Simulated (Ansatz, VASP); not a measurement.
## One calculation of Mg, two programs

INCAR

```
SYSTEM = Mg
PREC = Accurate
ENCUT = 520
EDIFF = 1E-7
ISMEAR = 0
SIGMA = 0.012
LREAL = .FALSE.
LASPH = .TRUE.
NELM = 100
ALGO = Normal
ISIF = 2
LWAVE = .FALSE.
LCHARG = .FALSE.
GGA = PE
NBANDS = 9
```

Contents of KPOINTS:

```
Automatic mesh
0
G
  10 10 5
  0 0 0
```

The input POSCAR:

```
Mg
1.0
    3.2093000000      0.0000000000      0.0000000000
   -1.6046500000      2.7793353284      0.0000000000
    0.0000000000      0.0000000000      5.2103000000
Mg
2
Direct
    0.6666666667      0.3333333333      0.7500000000
    0.3333333333      0.6666666667      0.2500000000
```

File input.yaml:

```yaml
crystal:
  lattice:
    - [3.2093, 0.0, 0.0]
    - [-1.60465, 2.7793353284, 0.0]
    - [0.0, 0.0, 5.2103]
  atoms:
    - { symbol: Mg, position: [0.6666666667, 0.3333333333, 0.75] }
    - { symbol: Mg, position: [0.3333333333, 0.6666666667, 0.25] }
hamiltonian:
  xc: pbe
  pseudopotentials: { kind: paw }
kpoints:
  mp_grid: { grid: [10, 10, 5] }
scf:
  occupations: { method: gaussian, width: 0.012 }
output:
  forces: true
  stress: true
  eigenvalues: true
```

Alike in both runs: task single point; functional PBE; k mesh 10 × 10 × 5; occupations gaussian, width 0.012 eV; no spin polarisation.

```csv
,VASP,Ansatz
version,VASP 6.6.1,Ansatz 0.2.0
potentials or method,"VASP PAW PBE potentials, release 64 (Mg)",Ansatz PAW
plane-wave cutoff (eV),520,420
valence electrons in the cell,4,20
```

Ansatz gave:

```
gap on the k mesh at the Fermi level (eV)       : none
pressure (GPa)                                  : -0.5
largest component of the traceless stress (GPa) : 0.50
```

**Question.** Which values does VASP return?

**Answer.** gap on the k mesh at the Fermi level (eV): none; pressure (GPa): -0.6; largest component of the traceless stress (GPa): 0.52.

A gap of «none» marks a metal or a gap that the smearing closes. The functional is the same, so the differences come from potentials, cutoffs and numerics. The two sets of potentials don't hold the same shells in valence.
